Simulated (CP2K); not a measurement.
CdSe:

```
Cd Se
1.0
     4.34202    0.00000    0.00000
     2.17101    3.76030    0.00000
     2.17101    1.25343    3.54524
Cd Se
1 1
Direct
  0.00000 0.00000 0.00000
  0.25000 0.25000 0.25000
```

Measurements of this composition are mostly on another form, of space group No. 186.

Base run:

```yaml
Program: CP2K 2026.2
Functional: RPBE
Potentials_or_basis: POTENTIAL_UZH Cd GTH-PBE-q12, Se GTH-PBE-q6; TZVP-MOLOPT-PBE-GTH basis
Density_cutoff: 9184 eV
k_mesh: 8 × 8 × 8
Occupations: fermi-dirac, width 0.05 eV
Spin: no spin polarisation
```

Its results: band gap on the k mesh 0.70 eV, direct; pressure 3.2 GPa.

Q: After a change of settings the same cell gave: band gap on the k mesh 0.42 eV, direct; pressure 1.2 GPa. Which change was it?
A. functional from RPBE to r2SCAN
B. functional from RPBE to LDA
C. functional from RPBE to rev-vdW-DF2

A: C.

Caveats: the potentials were made for another functional, which shifts forces and pressure; the basis of atomic orbitals isn't converged, which shifts pressures, moduli and gaps.

Runs at the PBE level aren't shown here.
